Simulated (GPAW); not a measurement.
# TiAl3 (Pm-3m) in GPAW: notebook, part 3 of 3

GPAW 26.7.0. The steps go on from the part before.

## 5. Equation of state, LDA

Contents of run.py:

```python
from ase import Atoms
from ase.eos import EquationOfState
from ase.io import Trajectory
from ase.units import GPa
from gpaw import GPAW, PW

atoms = Atoms(['Ti', 'Al', 'Al', 'Al'],
              cell=[[3.95567125, 0.0, 0.0],
                    [0.0, 3.95567125, 0.0],
                    [0.0, 0.0, 3.95567125]],
              scaled_positions=[[0.0, 0.0, 0.0],
                                [0.0, 0.5, 0.5],
                                [0.5, 0.0, 0.5],
                                [0.5, 0.5, 0.0]],
              pbc=True)

traj = Trajectory('eos.traj', 'w')
volumes, energies = [], []
for x in [0.94, 0.96, 0.98, 1.0, 1.02, 1.04, 1.06]:
    a = atoms.copy()
    a.set_cell(atoms.cell * x**(1 / 3), scale_atoms=True)
    calc = GPAW(mode=PW(600),
                xc='LDA',
                kpts={'size': (7, 7, 7), 'gamma': True},
                occupations={'name': 'fermi-dirac', 'width': 0.05},
                nbands=23,
                convergence={'density': 1e-05, 'energy': 1e-05},
                maxiter=150,
                txt=f'eos-{x:.2f}.txt')
    a.calc = calc
    energies.append(a.get_potential_energy(force_consistent=True))
    volumes.append(a.get_volume())
    p = -a.get_stress()[:3].mean() / GPa
    calc.write(f'eos-{x:.2f}.gpw')
    traj.write(a)
    print(f'{x:.2f} {volumes[-1]:10.4f} A^3 {energies[-1]:14.6f} eV {p:9.3f} GPa', flush=True)

v0, e0, B = EquationOfState(volumes, energies, eos='birchmurnaghan').fit()
print(f'V0 = {v0:.4f} A^3, E0 = {e0:.6f} eV, B0 = {B / GPa:.2f} GPa')
```

Potentials or basis: the program's PAW data sets (release 1.2.1) made for this functional, pw.

Run with:

```
$ OMP_NUM_THREADS=1 python run.py
```

Output:

```text
__  _  _
 | _ |_)|_||  |
 |__||  | ||/\| - 26.7.0

Input parameters:
  mode=PW(ecut=600.0),
  convergence={'density': 1e-05, 'energy': 1e-05},
  kpts=MonkhorstPack(size=(7, 7, 7), gamma=True),
  maxiter=150,
  nbands=23,
  occupations=Occupations(name='fermi-dirac', width=0.05),
  xc=XC(name='LDA')

Diagonalizing LCAO Hamiltonian
Converting LCAO to pw mode
   .---------.
  /|         |
 * |         |
 |Al         |
 | |         |
 | .--Al-----.
 |/    Al   /
 Ti--------*

Atoms  # Å, Bohr magnetons
|   | symbol |        x |        y |        z |    initial magnetic moments |
|---|--------|----------|----------|----------|-----------------------------|
| 0 |     Ti | 0.000000 | 0.000000 | 0.000000 | ( 0.0000,  0.0000,  0.0000) |
| 1 |     Al | 0.000000 | 1.937460 | 1.937460 | ( 0.0000,  0.0000,  0.0000) |
| 2 |     Al | 1.937460 | 0.000000 | 1.937460 | ( 0.0000,  0.0000,  0.0000) |
| 3 |     Al | 1.937460 | 1.937460 | 0.000000 | ( 0.0000,  0.0000,  0.0000) |

Unit cell  # Å
| periodic |        x |        y |        z |  lengths |    angles |
|----------|----------|----------|----------|----------|-----------|
|      yes | 3.874921 | 0.000000 | 0.000000 | 3.874921 | 90.000000 |
|      yes | 0.000000 | 3.874921 | 0.000000 | 3.874921 | 90.000000 |
|      yes | 0.000000 | 0.000000 | 3.874921 | 3.874921 | 90.000000 |

Number of symmetries: 48
Symmetry operations  # r_c * U_cc + t_c -> r_c
|    | kind |            matrix            |
|----|------|------------------------------|
|  0 |  E   |  1, 0, 0,  0, 1, 0,  0, 0, 1 |
|  1 |  σ   |  1, 0, 0,  0, 1, 0,  0, 0,-1 |
|  2 |  σ   |  1, 0, 0,  0, 0, 1,  0, 1, 0 |
[... 165 lines left out ...]
poisson solver:
  ecut: 4800.0  # eV

xc functional:
  name: None

convergence criteria:
- Maximum integral of absolute [dens]ity change: 1e-05 electrons / valence electron
- Maximum [total energy] change in last 3 cyles: 1e-05 eV / valence electron
- Maximum integral of absolute [eigenst]ate change: 4e-08 eV^2 / valence electron
maximum number of iterations: 150

SCF iterations
|iter     | |      energy | eigst |  dens |
|---------|-|-------------|-------|-------|
|iter:   1| |  -21.625617 | +0.23 |       |
|iter:   2| |  -21.608394 | -2.58 | -1.16 |
|iter:   3| |  -21.579811 | -2.47 | -1.19 |
|iter:   4| |  -21.549672 | -2.26 | -1.50 |
|iter:   5| |  -21.542021 | -3.22 | -1.95 |
|iter:   6| |  -21.542178 | -4.86 | -2.45 |
|iter:   7| |  -21.542181c| -6.22 | -3.46 |
|iter:   8| |  -21.542182c| -7.21 | -3.96 |
|iter:   9| |  -21.542183c| -8.15c| -4.78 |
|iter:  10| |  -21.542183c| -8.79c| -5.39c|

Converged in 10 steps
Energy contributions relative to reference atoms: (reference = -42909.212981)

Energy contributions:
  Kinetic:          34.389687
  Coulomb:         -23.829055
  Zero:             -0.091228
  External:          0.000000
  Xc:              -32.000244
  Entropy:          -0.022683
  Spinorbit:         0.000000
  ----------------------------
  Free energy:     -21.553524
  Extrapolated:    -21.542183

dipole moment: (-18.992958, -18.992958, -18.992958)  # |e|*Ang

Fermi level: 8.971
Eigenvalues  # (at kpt = [0.000, 0.000, 0.000])
| band index |      eig [eV] | occ [0-2] |
|------------|---------------|-----------|
|          0 |       -47.319 |     2.000 |
|        ... |               |           |
|          2 |       -23.965 |     2.000 |
|          3 |       -23.965 |     2.000 |
|          4 |        -2.269 |     2.000 |
|          5 |         5.643 |     2.000 |
|          6 |         5.643 |     2.000 |
|          7 |         6.700 |     2.000 |
[... 8 lines left out ...]
|         16 |        14.875 |     0.000 |
|         17 |        14.875 |     0.000 |
|        ... |               |           |
|         22 |        18.090 |     0.000 |

No gap
No difference between direct/indirect transitions

Stress tensor  # eV/Ang^3
|         x |         y |         z |
|-----------|-----------|-----------|
| -0.022916 |  0.000000 |  0.000000 |
|  0.000000 | -0.022916 |  0.000000 |
|  0.000000 |  0.000000 | -0.022916 |

# Writing to eos-0.94.gpw (mode='')
```

eos-0.98.txt:

```text
SCF iterations
|iter     | |      energy | eigst |  dens |
|---------|-|-------------|-------|-------|
|iter:   1| |  -21.654342 | +0.21 |       |
|iter:   2| |  -21.634232 | -2.59 | -1.15 |
|iter:   3| |  -21.592876 | -2.50 | -1.18 |
|iter:   4| |  -21.564420 | -2.39 | -1.48 |
|iter:   5| |  -21.561552 | -3.44 | -2.02 |
|iter:   6| |  -21.561673 | -4.65 | -2.48 |
[... 43 lines left out ...]
|         17 |        14.222 |     0.000 |
|        ... |               |           |
|         22 |        17.291 |     0.000 |

No gap
No difference between direct/indirect transitions

Stress tensor  # eV/Ang^3
|        x |        y |        z |
|----------|----------|----------|
| 0.008926 | 0.000000 | 0.000000 |
| 0.000000 | 0.008926 | 0.000000 |
| 0.000000 | 0.000000 | 0.008926 |

# Writing to eos-0.98.gpw (mode='')
```

It took 1.8 min on 1 thread of Arm Neoverse V2, shared host; peak memory 0.29 GiB.

Results:

* Equilibrium volume: 15.01 Å³/atom
* Bulk modulus: 117 GPa
* Pressure derivative of the bulk modulus: 4.1

Energy against volume, from the lowest point:
```tsv
volume (Å³/atom)	energy (meV/atom)
14.545	5.01
14.855	0.06
15.164	0.00
15.474	4.41
15.783	12.79
16.093	24.81
16.402	40.02
```

## 6. The runs side by side

```tsv
task	level	potentials or basis	band path	band points	pressure (GPa)
equation of state	r2SCAN	GPAW PAW data sets (gpaw-data 1.2.1), pw	-	-	-
band structure	PBEsol	PAW data sets generated in the run's folder for this functional, pw	GXMGRX,MR	60	-0.5
band structure	LDA	the program's PAW data sets (release 1.2.1) made for this functional, pw	GXMGRX,MR	60	-3.6
equation of state	LDA	the program's PAW data sets (release 1.2.1) made for this functional, pw	-	-	-
```

Alike in all rows: no spin polarisation; cell as given; k mesh 7 × 7 × 7; cutoff (eV) 600; smearing fermi-dirac 0.05 eV.

Caveats: the points scatter about the fit (some runs); the PAW data sets were made with another functional, which shifts forces and pressure a little (some runs).

Total energies depend on the potentials used, so only differences within one code and one set of settings carry meaning.
